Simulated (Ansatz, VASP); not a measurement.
**Two plane-wave programs on Ge**

The input INCAR:

```
PREC = Accurate
ENCUT = 520
EDIFF = 1E-6
ISMEAR = -1
SIGMA = 0.08
LREAL = False
LASPH = True
NELM = 80
ALGO = Normal
ISIF = 2
LWAVE = False
LCHARG = False
GGA = PE
NBANDS = 13
```

KPOINTS

```
regular mesh
0
Gamma
  15 15 15
```

POSCAR

```
Ge
1.0
    2.7103250929      0.0000000000      0.0000000000
    0.0000000000      2.7103250929      0.0000000000
    0.0000000000      0.0000000000      2.7103250929
Ge
1
Direct
    0.0000000000      0.0000000000      0.0000000000
```

Input for Ansatz:

```yaml
crystal:
  lattice:
    - [2.7103250929, 0.0, 0.0]
    - [0.0, 2.7103250929, 0.0]
    - [0.0, 0.0, 2.7103250929]
  atoms:
    - { symbol: Ge, position: [0.0, 0.0, 0.0] }
kpoints:
  mp_grid: { grid: [15, 15, 15] }
scf:
  occupations: { method: fermi_dirac, width: 0.08 }
hamiltonian:
  xc: pbe
  pseudopotentials: { kind: nc }
output:
  forces: true
  stress: true
  eigenvalues: true
```

Change from the starting cell: volume scaled by 1, norm-conserving files.

Alike in both runs: task single point; functional PBE; k mesh 15 × 15 × 15; occupations fermi-dirac, width 0.08 eV; no spin polarisation.

|  | VASP | Ansatz |
| --- | --- | --- |
| version | VASP 6.6.1 | Ansatz 0.2.0 |
| potentials or method | VASP PAW PBE potentials, release 64 (Ge_d) | norm-conserving pseudopotentials, scalar-relativistic |
| plane-wave cutoff (eV) | 520 | 1061 |
| valence electrons in the cell | 14 | 14 |

VASP gave:

```
pressure (GPa) : -0.1
```

Problem. Estimate Ansatz's values.

Solution. Pressure (GPa): 0.0.

The functional is the same, so the differences come from potentials, cutoffs and numerics.
